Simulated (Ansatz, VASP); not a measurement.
Sn: VASP beside Ansatz

```
Sn
1.0
    -2.97883    2.97883    1.62035
     2.97883   -2.97883    1.62035
     2.97883    2.97883   -1.62035
Sn
2
Cartesian
  0.0000 0.0000 0.0000
  0.0000 2.9788 0.8102
```

Change from the starting cell: volume scaled by 1.04.

Alike in both runs: task single point; functional PBE; k mesh 9 × 9 × 9; occupations fermi-dirac, width 0.05 eV; no spin polarisation.

|  | VASP | Ansatz |
| --- | --- | --- |
| version | VASP 6.6.1 | Ansatz 0.2.0 |
| potentials or method | VASP PAW PBE potentials, release 64 (Sn_d) | Ansatz PAW |
| plane-wave cutoff (eV) | 520 | 420 |
| valence electrons in the cell | 28 | 28 |

Ansatz gave:

| Quantity | Value |
| --- | --- |
| gap on the k mesh at the Fermi level (eV) | none |
| pressure (GPa) | -0.5 |
| largest component of the traceless stress (GPa) | 0.19 |

**Question.** Which values does VASP return?

**Answer.** gap on the k mesh at the Fermi level (eV): none; pressure (GPa): -0.6; largest component of the traceless stress (GPa): 0.19.

A gap of «none» marks a metal or a gap that the smearing closes.
